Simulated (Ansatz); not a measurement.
W:

```
W
1.0
    -1.58234    1.58234    1.58234
     1.58234   -1.58234    1.58234
     1.58234    1.58234   -1.58234
W
1
Direct
  0.00000 0.00000 0.00000
```

Program: Ansatz 0.2.0. Alike in all runs: cell as given. Hardware: 1 thread of Arm Neoverse V2 (shared host).

Task: Order these runs on this cell by their wall time, lowest first.
A. task atomic charges; level PBE; potentials or basis JTH PAW; spin off; k mesh 12 × 12 × 12; cutoff (eV) 1290; smearing methfessel-paxton 0.025 eV
B. task single point; level HSE03; potentials or basis Ansatz PAW; spin SOC, no magnetisation; k mesh 8 × 8 × 8; cutoff (eV) 420; smearing gaussian 0.02 eV; other keys scf.mixing.preconditioner = none
C. task optical spectrum; level LDA; potentials or basis PseudoDojo standard (LDA files); spin off; k mesh 12 × 12 × 12; cutoff (eV) 952; smearing gaussian 0.05 eV; broadening 0.1 eV
D. task electric field gradients; level PBEsol+D3(BJ)-ATM+U; potentials or basis Ansatz PAW; spin off; U W d U = 5 eV; k mesh 12 × 12 × 12; cutoff (eV) 420; smearing fermi-dirac 0.15 eV; hubbard projectors ortho-atomic; double counting fll (the default)

Result: D (1.8 s), A (12 s), C (53 s), B (170 s).

Caveats: spectra need much finer meshes, so this one isn't converged (some runs); independent-particle spectra lack excitons (some runs); the intraband (Drude) part of a metal's response may be missing (some runs); U without spin polarisation on a metal has little footing (some runs); the U is typed as a test and isn't derived for this compound (some runs).
